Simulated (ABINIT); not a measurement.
# KI (Fm-3m): G0W0 with ABINIT, start to end, part 2 of 2

How does a plane-wave GW calculation on KI (Fm-3m) run from the first input to the gap?

ABINIT 10.8.3; PBE and many-body steps on it, plane waves. Known limits of the many-body steps: not at the basis limit; screening head approximate.

So far. Step 2 (Ground state): The gap is direct, at Γ. Step 3 (Bands along the symmetry lines): The gap is 3.641 eV, as in the run before at this level.

### 4. Empty states on the mesh, 4×4×4 mesh, 286 bands

Level of this step: DFT, PBE with spin-orbit coupling, plane waves, norm-conserving pseudopotentials (ABINIT).

The sums over transitions need many empty states on a uniform mesh; this step solves for them.

run.abi reads:

```
acell 3*1.0 Angstrom
rprim 
  0.000000000000 3.532775000000 3.532775000000
  3.532775000000 0.000000000000 3.532775000000
  3.532775000000 3.532775000000 -0.000000000000
ntypat 2
znucl 19 53
natom 2
typat 1 2
xred 
  0.000000000000 0.000000000000 0.000000000000
  0.500000000000 0.500000000000 0.500000000000
pp_dirpath "pseudos"
pseudos "K.upf, I.upf"
ecut 33
nspinor 2
ngkpt 4 4 4
nshiftk 1
shiftk 0 0 0
kptopt 1
chksymbreak 0
iscf -2
irdden 1
istwfk *1
nband 286
nbdbuf 26
tolwfr 1e-09
nstep 60
prtvol 0
indata_prefix "in"
outdata_prefix "out"
tmpdata_prefix "tmp"
```

Command:

```console
OMP_NUM_THREADS=1 mpirun -n 4 abinit run.abi > log
```

Numbers of over 12 decimals in the logs are rounded to 6 here.

What it wrote:

```text
.Version 10.8.3 of ABINIT. v10.8.2 released Aug 2026.

 Symmetries : space group Fm -3 m (#225); Bravais cF (face-center cubic)
[... echo of the input left out ...]
== DATASET  1 ==================================================================
-   mpi_nproc: 4, omp_nthreads: 1 (-1 if OMP is not activated)

--- !DatasetInfo
iteration_state: {dtset: 1, }
dimensions: {natom: 2, nkpt: 8, mband: 286, nsppol: 1, nspinor: 2, nspden: 1, mpw: 5434, }
cutoff_energies: {ecut:  33.0, pawecutdg:  -1.0, }
electrons: {nelect:   1.60000000E+01, charge:   0.00000000E+00, occopt:   1.00000000E+00, tsmear:   1.00000000E-02, }

 Real(R)+Recip(G) space primitive vectors, cartesian coordinates (Bohr,Bohr^-1):
 R(1)=  0.0000000  6.6759772  6.6759772  G(1)= -0.0748954  0.0748954  0.0748954
 R(2)=  6.6759772  0.0000000  6.6759772  G(2)=  0.0748954 -0.0748954  0.0748954
 R(3)=  6.6759772  6.6759772  0.0000000  G(3)=  0.0748954  0.0748954 -0.0748954
 Unit cell volume ucvol=  5.9507887E+02 bohr^3
 Angles (23,13,12)=  6.00000000E+01  6.00000000E+01  6.00000000E+01 degrees

 getcut: wavevector=  0.0000  0.0000  0.0000  ngfft=  50  50  50
         ecut(hartree)=     33.000   => boxcut(ratio)=   2.04876

--- Pseudopotential description ------------------------------------------------
- K Generated using ONCVPSP code by D. R. Hamann
- 19.00000   9.00000  180418                  znucl, zion, pspdat
12 -101130 2 -1 2222                          pspcod,pspxc,lmax,lloc,mmax
     nproj     2     3     2     0
     spin-orbit psp
        nprojso     3     4     0
  pspatm : epsatm=    8.42858871
         --- l  ekb(1:nproj) -->
             0    0.806288   10.869902
             1    4.378793    0.553430    0.000047
             2   -3.405517   -1.029007
  spin-orbit 1    0.035097   -0.028470    0.003405
  spin-orbit 2    0.002517    0.000596   -0.000210   -0.000061
 pspatm: atomic psp has been read  and splines computed

- I Generated using ONCVPSP code by D. R. Hamann
- 53.00000   7.00000  180423                  znucl, zion, pspdat
12 -101130 2 -1 1210                          pspcod,pspxc,lmax,lloc,mmax
     nproj     2     4     4     0
     spin-orbit psp
        nprojso     4     4     0
  pspatm : epsatm=   19.15675463
         --- l  ekb(1:nproj) -->
             0    0.912828    5.952026
             1    3.997763    0.747877    0.008227    0.000022
             2    4.180861    0.714097    0.003511    0.000039
  spin-orbit 1   -0.419626    0.211238    0.050102   -0.000483
  spin-orbit 2    0.305294   -0.042129    0.013865   -0.001013
 pspatm: atomic psp has been read  and splines computed

--------------------------------------------------------------------------------

================================================================================
 prteigrs : about to open file out_EIG
 Non-SCF case, kpt    1 (  0.00000  0.00000  0.00000), residuals and eigenvalues=
  3.58E-10  7.07E-10  1.44E-10  2.66E-10  1.40E-10  1.56E-10  1.67E-10  2.34E-10
  1.28E-10  2.67E-10  2.66E-10  6.67E-10  1.32E-10  2.99E-10  4.63E-10  8.66E-10
  2.63E-10  3.67E-10  1.27E-10  1.97E-10  3.39E-10  5.96E-10  1.47E-10  2.22E-10
[...]
3.90E-08  4.09E-07  3.09E-06  2.25E-05  1.77E-05  1.51E-05
 -1.0428E+00 -1.0428E+00 -4.4254E-01 -4.4254E-01 -4.3277E-01 -4.3277E-01
 -4.3277E-01 -4.3277E-01 -3.8071E-01 -3.8071E-01 -2.1290E-02 -2.1290E-02
[...]
2.5550E+00  2.5550E+00  2.5550E+00  2.5550E+00  2.6017E+00  2.6017E+00
  2.6017E+00  2.6017E+00  2.6446E+00  2.6449E+00
 prteigrs : prtvol=0 or 1, do not print more k-points.

--- !ResultsGS
iteration_state: {dtset: 1, }
comment   : Summary of ground state results
lattice_vectors:
- [  0.0000000,   6.6759772,   6.6759772, ]
- [  6.6759772,   0.0000000,   6.6759772, ]
- [  6.6759772,   6.6759772,  -0.0000000, ]
lattice_lengths: [   9.44126,    9.44126,    9.44126, ]
lattice_angles: [ 60.000,  60.000,  60.000, ] # degrees, (23, 13, 12)
lattice_volume:   5.9507887E+02
convergence: {deltae:  0.000E+00, res2:  0.000E+00, residm:  9.997E-10, diffor:  0.000E+00, }
etotal    :  -4.31084519E+01
entropy   :   0.00000000E+00
fermie    :   1.62804083E-02
cartesian_stress_tensor: null
pressure_GPa: null
xred      :
- [  0.0000E+00,   0.0000E+00,   0.0000E+00,  K]
- [  5.0000E-01,   5.0000E-01,   5.0000E-01,  I]
cartesian_forces: null
force_length_stats: {min: null, max: null, mean: null, }

 Integrated electronic density in atomic spheres:
 ------------------------------------------------
 Atom  Sphere_radius  Integrated_density
    1        2.00000          6.92230143
    2        2.00000          2.87711122
================================================================================

 ----iterations are completed or convergence reached----

 Mean square residual over all n,k,spin=   49.533E-11; max=  99.970E-11
 reduced coordinates (array xred) for    2 atoms
       0.000000000000      0.000000000000      0.000000000000
       0.500000000000      0.500000000000      0.500000000000

 cartesian coordinates (angstrom) at end:
    1      0.000000     0.000000     0.000000
    2      3.532775     3.532775     3.532775
 length scales=  1.889726125908  1.889726125908  1.889726125908 bohr
              =  1.000000000000  1.000000000000  1.000000000000 angstroms
 prteigrs : about to open file out_EIG
 Eigenvalues (hartree) for nkpt=   8  k points:
 kpt#   1, nband=286, wtk=  0.01563, kpt=  0.0000  0.0000  0.0000 (reduced coord)
[...]
2.53117    2.53117    2.53117    2.53117    2.53837    2.53837    2.53837    2.53837
   2.53837    2.53837    2.55085    2.55085    2.55505    2.55505    2.55505    2.55505
   2.60171    2.60171    2.60172    2.60175    2.64465    2.64492
 prteigrs : prtvol=0 or 1, do not print more k-points.

== END DATASET(S) ==============================================================
================================================================================

 -outvars: echo values of variables after computation  --------
            nband         286
             nkpt           8
          spgroup         225
 [... the other variables as echoed above ...]

 Calculation completed.
```

It took 7 min on 4 MPI ranks of Arm Neoverse V1, shared host; peak memory 0.75 GiB; 28 min of CPU time.

Numbers from this step:

```
gap                                                           : 3.641 eV
k of the valence top                                          : 0, 0, 0
k of the conduction bottom                                    : 0, 0, 0
least direct gap                                              : 3.641 eV
k points computed                                             : 8
lowest point of the top converged band, above the valence top : 66.4197 eV
```

On this mesh the gap is 3.641 eV.

### 5. Screening, 4×4×4 mesh, 260 bands, screening to 119.7 eV

The RPA dielectric matrix is built and inverted for each q.

This step: RPA screening on PBE with spin-orbit coupling, plane waves, norm-conserving pseudopotentials.

Edit run.abi of step 4 so:

```diff
@@ -21,10 +21,11 @@
 chksymbreak 0
-iscf -2
-irdden 1
 istwfk *1
-nband 286
-nbdbuf 26
-tolwfr 1e-09
-nstep 60
-prtvol 0
+occopt 1
+irdwfk 1
+optdriver 3
+nband 260
+ecuteps 4.4
+inclvkb 0
+awtr 1
+symchi 1
 indata_prefix "in"
```

What it wrote:

```text
.Version 10.8.3 of ABINIT. v10.8.2 released Aug 2026.

 Symmetries : space group Fm -3 m (#225); Bravais cF (face-center cubic)
[... echo of the input left out ...]
== DATASET  1 ==================================================================
-   mpi_nproc: 4, omp_nthreads: 1 (-1 if OMP is not activated)

--- !DatasetInfo
iteration_state: {dtset: 1, }
dimensions: {natom: 2, nkpt: 8, mband: 260, nsppol: 1, nspinor: 2, nspden: 1, mpw: 5434, }
cutoff_energies: {ecut:  33.0, pawecutdg:  -1.0, }
electrons: {nelect:   1.60000000E+01, charge:   0.00000000E+00, occopt:   1.00000000E+00, tsmear:   1.00000000E-02, }

 SCREENING: Calculation of the susceptibility and dielectric matrices

 Based on a program developped by R.W. Godby, V. Olevano, G. Onida, and L. Reining.
 Incorporated in ABINIT by V. Olevano, G.-M. Rignanese, and M. Torrent.
.Using double precision arithmetic ; gwpc =  8

[... cell and pseudopotentials left out ...]
--------------------------------------------------------------------------------

 ==== K-mesh for the wavefunctions ====
 Number of points in the irreducible wedge :     8
[... list of points left out ...]
 Together with 48 symmetry operations and time-reversal symmetry
 yields    64 points in the full Brillouin Zone.

 ==== Q-mesh for the screening function ====
 Number of points in the irreducible wedge :     8
[... list of points left out ...]
 Together with 48 symmetry operations and time-reversal symmetry
 yields    64 points in the full Brillouin Zone.

 setmesh: FFT mesh size selected  =    36x   36x   36
          total number of points  =        46656

 vcoul_init : cutoff-mode = AUXILIARY_FUNCTION
 q-points for optical limit:   1
     1)      0.000010    0.000020    0.000030

- screening: taking advantage of time-reversal symmetry
- Maximum band index for partially occupied states nbvw = 16
- Remaining bands to be divided among processors   nbcw = 244
- Number of bands treated by each node ~61

 Number of electrons calculated from density =   16.0000; Expected =   16.0000
 average of density, n =  0.026887
 r_s =    2.0707
 omega_plasma =   15.8172 [eV]

 calculating chi0 at frequencies [eV] :
  1    0.000000E+00    0.000000E+00
  2    0.000000E+00    1.581715E+01

--------------------------------------------------------------------------------
  q-point number  1        q = ( 0.000000, 0.000000, 0.000000) [r.l.u.]
--------------------------------------------------------------------------------
[... chi0 elements left out ...]
 For q-point:  0.000010 0.000020 0.000030
  dielectric constant =   2.5083
  dielectric constant without local fields =   3.0555

  Average fulfillment of the sum rule on Im[epsilon] for q-point    1 :     80.87  [%]
[... wings left out ...]
  q-point number  2        q = ( 0.250000, 0.000000, 0.000000) [r.l.u.]
--------------------------------------------------------------------------------
[... chi0 elements left out ...]
  Average fulfillment of the sum rule on Im[epsilon] for q-point    2 :     89.19  [%]

 [... 6 further q-points ...]
```

Elapsed: 6.7 min, on 4 MPI ranks; peak memory 4.3 GiB.

Numbers from this step:

| Quantity | Value |
| --- | --- |
| ε∞ with local fields, on this mesh, along the program's q direction | 2.508 |
| the same without local fields | 3.055 |
| plasma frequency | 15.82 eV |
| plane waves in the screening matrix | 259 |

Local fields lower ε∞ by 18 %.

### 6. Self-energy, 4×4×4 mesh, 260 bands, screening to 119.7 eV

The self-energy is evaluated for the states that the input lists, and the levels follow from it, in one-shot runs by the linearised quasiparticle equation.

This step: G0W0 on PBE with spin-orbit coupling, plane waves, norm-conserving pseudopotentials.

Edit run.abi of step 5 so:

```diff
@@ -24,8 +24,15 @@
 irdwfk 1
-optdriver 3
+optdriver 4
 nband 260
+gwcalctyp 0
+ecutsigx 33
+symsigma 0
+nkptgw 1
+kptgw 
+  0.0000000000 0.0000000000 0.0000000000
+bdgw 
+  13 22
 ecuteps 4.4
-inclvkb 0
-awtr 1
-symchi 1
+irdscr 1
+ppmodel 1
 indata_prefix "in"
```

What it wrote:

```text
.Version 10.8.3 of ABINIT. v10.8.2 released Aug 2026.

 Symmetries : space group Fm -3 m (#225); Bravais cF (face-center cubic)
[... echo of the input left out ...]
== DATASET  1 ==================================================================
-   mpi_nproc: 4, omp_nthreads: 1 (-1 if OMP is not activated)

--- !DatasetInfo
iteration_state: {dtset: 1, }
dimensions: {natom: 2, nkpt: 8, mband: 260, nsppol: 1, nspinor: 2, nspden: 1, mpw: 5434, }
cutoff_energies: {ecut:  33.0, pawecutdg:  -1.0, }
electrons: {nelect:   1.60000000E+01, charge:   0.00000000E+00, occopt:   1.00000000E+00, tsmear:   1.00000000E-02, }

 SIGMA: Calculation of the GW corrections

 Based on a program developped by R.W. Godby, V. Olevano, G. Onida, and L. Reining.
 Incorporated in ABINIT by V. Olevano, G.-M. Rignanese, and M. Torrent.
.Using double precision arithmetic ; gwpc =  8

[... cell and pseudopotentials left out ...]
--------------------------------------------------------------------------------

 ==== K-mesh for the wavefunctions ====
 Number of points in the irreducible wedge :     8
[... list of points left out ...]
 Together with 48 symmetry operations and time-reversal symmetry
 yields    64 points in the full Brillouin Zone.

 ==== Q-mesh for screening function ====
 Number of points in the irreducible wedge :     8
[... list of points left out ...]
 Together with 48 symmetry operations and time-reversal symmetry
 yields    64 points in the full Brillouin Zone.

 vcoul_init : cutoff-mode = AUXILIARY_FUNCTION
 q-points for optical limit:   1
     1)      0.000010    0.000020    0.000030
 setmesh: FFT mesh size selected  =    50x   50x   50
          total number of points  =       125000

 Number of electrons calculated from density =   16.0000; Expected =   16.0000
 average of density, n =  0.026887
 r_s =    2.0707
 omega_plasma =   15.8172 [eV]

 === KS Band Gaps ===
  >>>> For spin  1
   Minimum direct gap =   3.6410 [eV], located at k-point      :   0.0000  0.0000  0.0000
   Fundamental gap    =   3.6410 [eV], Top of valence bands at :   0.0000  0.0000  0.0000
                                       Bottom of conduction at :   0.0000  0.0000  0.0000
 SIGMA fundamental parameters:
 PLASMON POLE MODEL  1
 number of plane-waves for SigmaX                 5329
 number of plane-waves for SigmaC and W            259
 number of plane-waves for wavefunctions          5329
 number of bands                                   260
 number of independent spin polarizations            1
 number of spinorial components                      2
 number of k-points in IBZ                           8
 number of q-points in IBZ                           8
 number of symmetry operations                      48
 number of k-points in BZ                           64
 number of q-points in BZ                           64
 number of frequencies for dSigma/dE                 9
 frequency step for dSigma/dE [eV]                0.25
 number of omega for Sigma on real axis              0
 max omega for Sigma on real axis  [eV]           0.00
 zcut for avoiding poles [eV]                     0.10

 EPSILON^-1 parameters (SCR file):
 dimension of the eps^-1 matrix on file            259
 dimension of the eps^-1 matrix used               259
 number of plane-waves for wavefunctions          5329
 number of bands                                   260
 number of q-points in IBZ                           8
 number of frequencies                               2
 number of real frequencies                          1
 number of imag frequencies                          1

 matrix elements of self-energy operator (all in [eV])

 Perturbative Calculation

--- !SelfEnergy_ee
iteration_state: {dtset: 1, }
kpoint     : [   0.000,    0.000,    0.000, ]
spin       : 1
KS_gap     :    3.641
QP_gap     :    5.703
Delta_QP_KS:    2.062
data: !SigmaeeData |
     Band     E0 <VxcDFT>   SigX SigC(E0)      Z dSigC/dE  Sig(E)    E-E0       E
       13   0.443 -11.091 -14.067   1.155   0.813  -0.230 -12.571  -1.481  -1.038
       14   0.443 -11.091 -14.064   1.153   0.813  -0.230 -12.570  -1.480  -1.037
       15   0.443 -11.091 -14.069   1.156   0.813  -0.230 -12.572  -1.482  -1.039
       16   0.443 -11.091 -14.067   1.155   0.813  -0.230 -12.571  -1.481  -1.038
       17   4.084  -6.417  -2.944  -2.790   0.852  -0.173  -5.835   0.582   4.666
       18   4.084  -6.417  -2.944  -2.790   0.852  -0.173  -5.835   0.582   4.666
       19   6.618  -7.768  -3.468  -2.948   0.845  -0.184  -6.625   1.143   7.761
       20   6.618  -7.768  -3.467  -2.948   0.845  -0.184  -6.625   1.143   7.761
       21   6.618  -7.768  -3.469  -2.947   0.845  -0.184  -6.626   1.142   7.760
       22   6.618  -7.768  -3.468  -2.948   0.845  -0.184  -6.625   1.143   7.761

== END DATASET(S) ==============================================================
================================================================================

 -outvars: echo values of variables after computation  --------
           etotal      0.0000000000E+00
            nband         260
             nkpt           8
          spgroup         225
 [... the other variables as echoed above ...]

 Calculation completed.
```

Run time: 5.7 min. Hardware: 4 MPI ranks; peak memory 3.9 GiB.

Numbers from this step:

```
G0W0 gap on the points computed              : 5.703 eV
starting gap on the mesh                     : 3.641 eV
k of the valence top                         : 0, 0, 0
k of the conduction bottom                   : 0, 0, 0
Z at the valence top                         : 0.813
Z at the conduction bottom                   : 0.852
least direct G0W0 gap on the computed points : 5.703 eV
```

The gap on the mesh goes from 3.64 eV to 5.70 eV, a correction of +2.06 eV.

Limits: finite bands, cutoff and mesh; screening head approximate. v1 is the top filled band, c1 the lowest empty one. The levels before and after the correction (eV, zero at the valence-band top of each column):

```csv
,conduction bottom,valence top
Kohn-Sham,3.64,0.00
G0W0,5.70,0.00
```

```csv
,level,energy (eV)
Kohn-Sham,Γ v4-v1,0.000
Kohn-Sham,Γ c1-c2,3.641
Kohn-Sham,Γ c3-c6,6.175
G0W0,Γ v4-v1,-0.001
G0W0,Γ c1-c2,5.703
G0W0,Γ c3-c6,8.798
```

### 7. Where the time went

Times are wall times on 4 MPI ranks of Arm Neoverse V1, shared host, good to a factor of about two.

```csv
step,time,share,memory (GiB)
ground state,35 s,3 %,0.39
bands along the symmetry lines,94 s,7 %,0.43
empty states on the mesh,7 min,32 %,0.75
screening,6.7 min,31 %,4.3
self-energy,5.7 min,26 %,3.9
```

### 8. Summary of results

```json
{
 "PBE gap": "3.64 eV, direct",
 "G0W0 gap on the mesh": "5.70 eV",
 "GW settings": "4×4×4 mesh, 260 bands, screening to 119.7 eV, Godby-Needs plasmon pole",
 "known limits": "not at the basis limit; screening head approximate"
}
```

**Reading.** G0W0 moves the gap on the mesh from 3.64 eV to 5.70 eV (+2.06 eV), with Z of 0.81 and 0.85 at the edges. Local fields lower the RPA ε∞ on this mesh from 3.06 to 2.51. Only 1 of the mesh's irreducible points was corrected, so a valley elsewhere could overtake. Bands and cutoff are finite, so the gap is not at the basis limit. The miss can reach some tenths of an eV and take either sign; the mesh is an error of its own. In the G0W0 run levels were corrected at 1 k point alone, so a gap called «on the mesh» is the least over those, and an edge elsewhere would be missed. The long-wavelength limit of the screening leaves out the non-local commutator, which shifts ε∞.

[Paths, hosts, dates, memory and timing lines, banners, echoed tables and standing remarks are left out of the program output.]

[Logs are printed without paths, hosts, clocks, repeated set-up lines and the standing remarks that a program may print on its own settings, such as how far it seeks lower states.]

[Runs of the session that timed out or met a known fault of the program may be left out.]

[Hosts, paths, dates, database ids (printed as entryN), source tags and the programs' standing remarks are cut or masked in the printed files.]

[G0W0 gaps are taken among the corrected bands and points alone; a level outside them can change the order at an edge.]

[Where Ansatz stands beside ABINIT at settings called matched, ABINIT's density can come from a denser mesh and the files from another edition; pairs whose starting gaps differed by over 0.03 eV were left out, so agreement reads better than it is.]
